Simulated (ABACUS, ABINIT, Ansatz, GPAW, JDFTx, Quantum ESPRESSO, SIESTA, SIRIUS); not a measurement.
LiCl: 9 runs at one level of theory

```
Cl Li
1.0
     0.00000    2.56477    2.56477
     2.56477    0.00000    2.56477
     2.56477    2.56477    0.00000
Cl Li
1 1
Direct
  0.50000 0.50000 0.50000
  0.00000 0.00000 0.00000
```

Alike in all runs: task single point; functional PBEsol; k mesh 9 × 9 × 9; occupations fermi-dirac, width 0.05 eV; no spin polarisation; no spin-orbit coupling. Pressure is positive in compression and, in plane waves, holds the error of the finite cutoff, which Ansatz's Pulay term estimates and takes out.

| program and potentials | plane-wave cutoff (eV) | notes | pressure (GPa) |
| --- | --- | --- | --- |
| Ansatz, Ansatz PAW | 420 | potentials made for PBE, which Ansatz adapts in part; 5 valence electrons an atom on average | -1.24 |
| GPAW, PAW data sets generated for this functional | 800 | 4 valence electrons an atom on average | ? |
| Ansatz, all-electron LAPW, scalar-relativistic | - | - | -1.26 |
| Quantum ESPRESSO, GBRV 1.5 PBEsol | 612 | 5 valence electrons an atom on average | -1.27 |
| SIRIUS, PseudoDojo 0.4.1 PBEsol standard (scalar relativistic) | 1030 | 5 valence electrons an atom on average | -1.27 |
| ABINIT, PseudoDojo NC SR PBEsol v0.4.1 standard | 1007 | 5 valence electrons an atom on average | -1.27 |
| ABACUS, PseudoDojo NC SR 0.4.1 PBEsol standard, plane waves | 1007 | 5 valence electrons an atom on average | -1.27 |
| JDFTx, PseudoDojo-SR-PBEsol-0.4.1-standard with smoothed tails | 1007 | 5 valence electrons an atom on average | -1.27 |
| SIESTA, files PseudoDojo sr-pbesol-0.4.1-standard, DZP (energy shift 0.003 Ry; two zetas on semicore shells) | - | atomic basis; 5 valence electrons an atom on average | -0.92 |

Task: Estimate from the other rows what the run with GPAW, PAW data sets generated for this functional gave.

Result: Pressure -1.17 GPa. The other rows, which needn't bracket it: pressure -1.27 to -0.92.
